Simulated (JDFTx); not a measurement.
# InAs under changes of volume

One of the cells (27.489 Å³/atom); the others are scaled copies at fixed shape and fractional positions:

```
In As
1.0
     0.00000    3.01800    3.01800
     3.01800    0.00000    3.01800
     3.01800    3.01800    0.00000
In As
1 1
Direct
  0.00000 0.00000 0.00000
  0.75000 0.75000 0.75000
```

* Program: JDFTx 1.7.0 (patched build)
* Functional: PBE
* Potentials or basis: PseudoDojo-SR-PBE-0.5-standard
* Cutoff: 1143 eV
* Density cutoff: 4572 eV
* k mesh: 8 × 8 × 8
* Occupations: fermi-dirac, width 0.05 eV
* Spin: no spin polarisation

```csv
volume (Å³/atom),energy over the lowest point (meV/atom),pressure (GPa)
25.840,94.24,9.2
26.389,?,?
26.939,43.24,5.8
27.489,25.83,4.4
28.039,13.13,3.1
28.588,4.66,1.9
29.138,0.00,0.8
```

Problem. What does the run at 26.389 Å³/atom give?

Solution. Energy over the lowest point 65.86 meV/atom; pressure 7.4 GPa.

Worked out: A Birch-Murnaghan fit of order 3 (a polynomial in V^(-2/3)) to the other rows has its minimum at 29.62 Å³/atom, just outside them, with B0 = V·E''(V) = 49 GPa and B' = 4.5. It gives 65.87 meV/atom at 26.389 Å³/atom, against the run's 65.86, and -dE/dV = 7.4 GPa, against 7.4.

Energies are extrapolated to zero smearing.
